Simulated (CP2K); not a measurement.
Crystal: Co.

```
CELL_PARAMETERS angstrom
2.47200 0.00000 0.00000
-1.23600 2.14081 0.00000
0.00000 0.00000 4.02114
ATOMIC_POSITIONS crystal
Co 0.66667 0.33333 0.75000
Co 0.33333 0.66667 0.25000
```

Program: CP2K 2026.2. Alike in all runs: task band structure; spin collinear, ferromagnetic start; cell as given; k mesh 12 × 12 × 7.

Order these runs on this cell by their pressure, lowest first.
A. level PBEsol; potentials or basis POTENTIAL_UZH Co GTH-PBE-q17; TZVP-MOLOPT-PBE-GTH basis; smearing fermi-dirac 0.0259 eV; EPS_DEFAULT 1.0E-9; NGRIDS 4; basis sets Co TZVP-MOLOPT-PBE-GTH-q17; potentials Co GTH-PBE-q17 of POTENTIAL_UZH; points a segment of the path (NPOINTS) 8
B. level PBE; potentials or basis POTENTIAL_UZH Co GTH-PBE-q17; TZVP-MOLOPT-PBE-GTH basis; smearing fermi-dirac 0.01 eV; EPS_DEFAULT 1.0E-9; NGRIDS 5; basis sets Co TZVP-MOLOPT-PBE-GTH-q17; potentials Co GTH-PBE-q17 of POTENTIAL_UZH; points a segment of the path (NPOINTS) 10
C. level r2SCAN; potentials or basis POTENTIAL_UZH Co GTH-SCAN-q17; TZVP-MOLOPT-SCAN-GTH basis; smearing fermi-dirac 0.0259 eV; EPS_DEFAULT 1.0E-9; NGRIDS 4; basis sets Co TZVP-MOLOPT-SCAN-GTH-q17; potentials Co GTH-SCAN-q17 of POTENTIAL_UZH; points a segment of the path (NPOINTS) 10
D. level LDA; potentials or basis GTH_POTENTIALS Co GTH-PADE-q17; TZVP-MOLOPT-PBE-GTH basis; smearing fermi-dirac 0.01 eV; EPS_DEFAULT 1.0E-10; NGRIDS 4; basis sets Co TZVP-MOLOPT-PBE-GTH-q17; potentials Co GTH-PADE-q17 of GTH_POTENTIALS; points a segment of the path (NPOINTS) 10

D (-14.3 GPa), A (-3.9 GPa), C (2.7 GPa), B (6.7 GPa).

Caveats: the basis of atomic orbitals isn't converged, which shifts pressures, moduli and gaps; the total moment is fixed, so each spin has its own Fermi level; the potentials were made for another functional, which shifts forces and pressure (some runs).
